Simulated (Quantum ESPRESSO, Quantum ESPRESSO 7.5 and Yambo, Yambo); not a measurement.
**Excitons of WS2 (Tungstenite): kernels and approximations**

How far does the k mesh set the exciton binding of WS2 (Tungstenite)?

Method: PBE and many-body steps on it, plane waves, in Quantum ESPRESSO 7.5 and Yambo 5.3.0.

### 1. Starting point

The structure is hexagonal, space group P6_3/mmc (No. 194). Conventional cell: a = 3.153 Å, b = 3.153 Å, c = 12.323 Å, α = 90.00°, β = 90.00°, γ = 120.00°. Nearest to W lie 6 S at 2.40 Å. S has 3 W at 2.40 Å nearest. Farther neighbours and most contacts between anions are not listed.

The cell and positions come from the Crystallography Open Database and are kept as given unless a step says otherwise. Spin-orbit coupling is left out unless a step names it.

### 2. Empty states on the mesh, 3×3×1 mesh, 111 bands

This step: Quantum ESPRESSO 7.5; DFT, PBE, plane waves, norm-conserving pseudopotentials.

The sums over transitions need many empty states on a uniform mesh; this step solves for them.

pw.in reads:

```
&control
  calculation = 'nscf'
  prefix = 'x'
  outdir = 'o'
  pseudo_dir = 'pseudo'
/
&system
  ibrav = 0
  nat = 6
  ntyp = 2
  ecutwfc = 62.0
  nbnd = 111
  force_symmorphic = .true.
/
&electrons
  conv_thr = 1e-9
  electron_maxstep = 80
  diago_full_acc = .true.
  diago_thr_init = 5e-6
/
ATOMIC_SPECIES
  W 183.84 W.upf
  S 32.06 S.upf
CELL_PARAMETERS angstrom
  3.1532000000 0.0000000000 0.0000000000
  -1.5766000000 2.7307513032 0.0000000000
  0.0000000000 0.0000000000 12.3230000000
ATOMIC_POSITIONS crystal
  W 0.3333333333 0.6666666667 0.2500000000
  W 0.6666666667 0.3333333333 0.7500000000
  S 0.3333333333 0.6666666667 0.6225000000
  S 0.6666666667 0.3333333333 0.1225000000
  S 0.3333333333 0.6666666667 0.8775000000
  S 0.6666666667 0.3333333333 0.3775000000
K_POINTS automatic
  3 3 1 0 0 0
```

Command:

```console
$ OMP_NUM_THREADS=1 mpirun -n 4 pw.x -nk 4 -in pw.in > pw.out
```

The program printed:

```text
Program PWSCF v.7.5 starts

     This program is part of the open-source Quantum ESPRESSO suite
     for quantum simulation of materials; please cite
         "P. Giannozzi et al., J. Phys.:Condens. Matter 21 395502 (2009);
         "P. Giannozzi et al., J. Phys.:Condens. Matter 29 465901 (2017);
         "P. Giannozzi et al., J. Chem. Phys. 152 154105 (2020);
     in publications or presentations arising from this work. More details at

     Atomic positions and unit cell read from directory:
     o/x.save/

     Message from routine setup:
[...]
49.4361  49.6088  50.5618  50.9262  51.4826  51.5156  51.5200

          k = 0.3333 0.5774 0.0000 (  5862 PWs)   bands (ev):

[...]
43.4065  43.4065  44.3228  44.3228  45.6841  46.0449  46.6696  46.6696
    46.8323  46.8596  46.8597  46.9967  47.6192  47.6192  48.6753  49.2651
    49.2651  49.4536  49.4536  49.6759  49.9659  50.1129  50.5432

     highest occupied, lowest unoccupied level (ev):    11.7694   13.0744

     XML data file, pseudopotentials, collected wavefunctions

=------------------------------------------------------------------------------=
   JOB DONE.
=------------------------------------------------------------------------------=
```

Wall time 5.8 s (4 MPI ranks of Arm Neoverse V2, shared host); peak memory 0.4 GiB.

Numbers from this step:

- gap: 1.305 eV
- k of the valence top: 0, 0, 0
- k of the conduction bottom: 0.3333, 0.3333, 0
- least direct gap: 1.837 eV
- k points computed: 3
- lowest point of the top converged band, above the valence top: 38.77 eV

On this mesh the gap is 1.305 eV.

The density comes from a self-consistent run that is not shown.

### 3. Conversion and set-up

This step: Yambo 5.3.0; conversion and set-up on PBE, plane waves, norm-conserving pseudopotentials.

The states are converted to the many-body program's format and the q mesh is built.

Command:

```console
$ (cd o/x.save; p2y > p2y.log; mv SAVE ../..); yambo > setup.log
```

The program printed:

```text
 Yambo, version 5.3.0

 [02] CORE Variables Setup
 =========================

  [02.01] Unit cells
  ==================

  Cell kind             :  HCP
  Atoms in the cell     :  W  S
  number of W  atoms    :  2
  number of S  atoms    :   4

  List of atomic masses
  Mass of W     :  183.8400
  Mass of S     :  32.06000

  List of atomic coordinates    : [cc]
  W1       : -0.29793E-09   3.4402       5.8218      order 1
  W2       :   2.97934   1.72012  17.46532  order 2
  S1       : -0.29793E-09   3.4402       14.496      order 3
[...]
0.000000  0.000000  0.000000  0.000000  0.000000  0.000000  0.000000  0.000000

 [03] Transferred momenta grid and indexing
 ==========================================

 IBZ Q-points                                      :  3
 BZ  Q-points                                      :   9

 K/Q-points units:
 rlu = crystal or reduced units; cc = cartesian coordinates; iku = interal k-units

 Q [1]          [rlu]:  0.000000  0.000000  0.000000
 Q [2]          [rlu]:  0.30223E-17  0.33333       0.0000
 Q [3]          [rlu]:  0.333333  0.333333  0.000000

  [03.01] X indexes
  =================

   [03.01.01] Sigma indexes
   ========================

 [06] Game Over & Game summary
```

It took 1.9 s on 1 MPI rank; peak memory 0.24 GiB.

### 4. Screening and self-energy, 3×3×1 mesh, 111 bands, screening to 95.2 eV

G0W0 replaces the xc potential by the self-energy, built once from these orbitals. Only a window of levels is corrected, while the sums run over the empty bands that the input names.

This step: G0W0 on PBE, plane waves, norm-conserving pseudopotentials.

gw1.in reads:

```
HF_and_locXC
gw0
dyson
ppa
em1d
rim_cut
RandQpts= 1000000
RandGvec= 1 RL
EXXRLvcs= 62 Ry
VXCRLvcs= 248 Ry
Chimod= "HARTREE"
% BndsRnXp
 1 | 111 |
%
NGsBlkXp= 7 Ry
% LongDrXp
 1 | 1 | 1 |
%
% GbndRnge
 1 | 111 |
%
DysSolver= "n"
ExtendOut
PPAPntXp= 27.21138 eV
% QPkrange
 1 | 1 | 25 | 28 |
 3 | 3 | 25 | 28 |
%
```

Command:

```console
$ OMP_NUM_THREADS=2 mpirun -n 2 yambo -F gw1.in -J gw1 -C gw1 > gw1.log
```

The program printed:

```text
 Yambo, version 5.3.0

 [02] CORE Variables Setup
 =========================

  [... cell, symmetries and grids as in the set-up ...]

  [02.05] Energies & Occupations
  ==============================

  [X] === General ===
  [X] Electronic Temperature                        :  0.000000  0.000000 [eV K]
  [X] Bosonic    Temperature                        :  0.000000  0.000000 [eV K]
  [X] Finite Temperature mode                       : no
  [X] El. density                                   :  0.49006E+24 [cm-3]
[...]
QP @ state[ 1 ] b range                          :  25  28
   QP @ state[ 2 ] K range                          :  3  3
   QP @ state[ 2 ] b range                          :  25  28
   GF energies kind                                 : Perdew, Burke & Ernzerhof(X)+Perdew, Burke & Ernzerhof(C)
   GF WF`s kind                                     : Perdew, Burke & Ernzerhof(X)+Perdew, Burke & Ernzerhof(C)
   Xs energies kind                                 : Perdew, Burke & Ernzerhof(X)+Perdew, Burke & Ernzerhof(C)
   Xs WF`s kind                                     : Perdew, Burke & Ernzerhof(X)+Perdew, Burke & Ernzerhof(C)

 [11] Game Over & Game summary
```

It took 14 s on 2 MPI ranks; peak memory 0.7 GiB; 45 s of CPU time.

This step gave:

- G0W0 gap on the points computed: 2.015 eV
- starting gap on the mesh: 1.305 eV
- k of the valence top: 0, 0, 0
- k of the conduction bottom: 0.3333, 0.3333, 0
- least direct G0W0 gap on the computed points: 2.583 eV

The gap on the mesh goes from 1.31 eV to 2.02 eV, a correction of +0.71 eV.

The gap opens by 0.710 eV; the next steps shift the empty bands rigidly by 0.746 eV, the correction at the start's least direct gap.

### 5. Empty states on the mesh, 3×3×1 mesh, 50 bands

This step: Quantum ESPRESSO 7.5; DFT, PBE, plane waves, norm-conserving pseudopotentials.

pw.in: that of step 2 with these lines changed.

```diff
@@ -11,3 +11,3 @@
   ecutwfc = 62.0
-  nbnd = 111
+  nbnd = 50
   force_symmorphic = .true.
```

Command:

```console
$ OMP_NUM_THREADS=1 mpirun -n 4 pw.x -nk 4 -in pw.in > pw.out
```

The program printed:

```text
[banner, memory and clock lines left out]
Program PWSCF v.7.5 starts

     Atomic positions and unit cell read from directory:
     o/x.save/

     Message from routine setup:
     using ibrav=0 with symmetry is DISCOURAGED, use correct ibrav instead

     Message from routine divide_et_impera:
     suboptimal parallelization: some nodes have no k-points

     G-vector sticks info

     bravais-lattice index     =            0
     lattice parameter (alat)  =       5.9587  a.u.
     unit-cell volume          =     716.0556 (a.u.)^3
     number of atoms/cell      =            6
[...]
-3.8728  -3.6412  -2.3295  -1.8908   4.1225   5.1760   7.9207   8.2931
     8.2931   8.3074   8.3074   9.5285   9.5285   9.5821   9.5821  10.2537
[...]
24.2696  24.4729

          k = 0.0000 0.3849 0.0000 (  5917 PWs)   bands (ev):

[...]
25.0251  25.1569

          k = 0.3333 0.5774 0.0000 (  5862 PWs)   bands (ev):

[...]
16.7862  16.7862  17.4564  18.0230  18.0230  19.3438  21.0580  21.0580
    22.1566  22.1566  22.4001  22.6326  22.8299  23.4816  23.8702  23.8702
    24.3796  24.3797

     highest occupied, lowest unoccupied level (ev):    11.7694   13.0744

     XML data file, pseudopotentials, collected wavefunctions
```

The job ended after 2.8 s (4 MPI ranks; peak memory 0.32 GiB; 11 s of CPU time).

Numbers from this step:

```yaml
gap: 1.305 eV
k_of_the_valence_top: 0, 0, 0
k_of_the_conduction_bottom: 0.3333, 0.3333, 0
least_direct_gap: 1.837 eV
k_points_computed: 3
lowest_point_of_the_top_converged_band_above_the_valence_top: 12.61 eV
```

On this mesh the gap is 1.305 eV.

### 6. Conversion and set-up

This step: Yambo 5.3.0; conversion and set-up on PBE, plane waves, norm-conserving pseudopotentials.

Command:

```console
$ (cd o/x.save; p2y > p2y.log; mv SAVE ../..); yambo > setup.log
```

The program printed:

```text
 Yambo, version 5.3.0

 [02] CORE Variables Setup
 =========================

  [02.01] Unit cells
  ==================

  Cell kind             :  HCP
  Atoms in the cell     :  W  S
  number of W  atoms    :  2
  number of S  atoms    :   4

  List of atomic masses
  Mass of W     :  183.8400
  Mass of S     :  32.06000

  List of atomic coordinates    : [cc]
  W1       : -0.29793E-09   3.4402       5.8218      order 1
  W2       :   2.97934   1.72012  17.46532  order 2
  S1       : -0.29793E-09   3.4402       14.496      order 3
[...]
0.000000  0.000000  0.000000  0.000000  0.000000  0.000000  0.000000  0.000000
   0.000000  0.000000

 [03] Transferred momenta grid and indexing
 ==========================================

 IBZ Q-points                                      :  3
 BZ  Q-points                                      :   9

 K/Q-points units:
 rlu = crystal or reduced units; cc = cartesian coordinates; iku = interal k-units

 Q [1]          [rlu]:  0.000000  0.000000  0.000000
 Q [2]          [rlu]:  0.30223E-17  0.33333       0.0000
 Q [3]          [rlu]:  0.333333  0.333333  0.000000

  [03.01] X indexes
  =================

   [03.01.01] Sigma indexes
   ========================

 [06] Game Over & Game summary
```

Run time: 1.9 s. Hardware: 1 MPI rank; peak memory 0.24 GiB.

(Continued in part 2 of 4.)

[Paths, hosts, dates, memory and timing lines, banners, echoed tables and standing remarks are left out of the program output.]

[Logs are printed without paths, hosts, clocks, repeated set-up lines and the standing remarks that a program may print on its own settings, such as how far it seeks lower states.]

[Runs of the session that timed out or met a known fault of the program may be left out.]

[Hosts, paths, dates, database ids (printed as entryN), source tags and the programs' standing remarks are cut or masked in the printed files.]
